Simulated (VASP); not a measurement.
Wanted: the native input for a VASP 6.6.1 run.

```yaml
Task: vibrations by finite differences
Functional: PBE
Dispersion: D3(BJ)
Potentials_or_basis: VASP PAW PBE potentials, release 64 (B, N)
Cutoff: 520 eV
k_mesh: 15 × 15 × 6
Occupations: gaussian, width 0.02 eV
Spin: no spin polarisation
Further_INCAR_settings: ALGO = Normal; EDIFF = 1e-08; NBANDS = 16; IBRION = 6; POTIM = 0.015; NSW = 1
```

The structure of BN lies in POSCAR:

```
BN                                      
1.0
    2.5068152415      0.0000000000      0.0000000000
   -1.2534076208      2.1709656770      0.0000000000
    0.0000000000      0.0000000000      6.5854715462
  B               N             
     2     2
Direct
     0.3333333300000021    0.6666666699999979    0.2500000000000000
     0.6666666699999979    0.3333333300000021    0.7500000000000000
     0.3333333300000021    0.6666666699999979    0.7500000000000000
     0.6666666699999979    0.3333333300000021    0.2500000000000000
```

One way to write it, as run:

INCAR

```
SYSTEM = BN
ALGO = Normal
EDIFF = 1E-8
ENCUT = 520
GGA = PE
IBRION = 6
ISIF = 2
ISMEAR = 0
IVDW = 12
KPAR = 4
LASPH = .True.
LCHARG = .False.
LREAL = .False.
LWAVE = .False.
NBANDS = 16
NELM = 60
NFREE = 2
NSW = 1
POTIM = 0.015
PREC = Accurate
SIGMA = 0.02
```

KPOINTS

```
k-points
0
Gamma
  15 15 6
  0 0 0
```

Potentials or basis: VASP PAW PBE potentials, release 64 (B, N).

The run is started by

```sh
$ cat potpaw_PBE.64/B/POTCAR potpaw_PBE.64/N/POTCAR > POTCAR
$ mpirun -np 4 vasp_std > vasp.out
```

Results of the run:

```json
{
  "Highest phonon frequency at Γ, LO-TO splitting left out": "1351 cm⁻¹",
  "Dispersion energy per atom": "-0.142 eV"
}
```

It took 98 s on 4 MPI ranks on Intel(R) Xeon(R) Platinum 8559C (Emerald Rapids), with other jobs on the host, peak memory 0.45 GiB a rank.
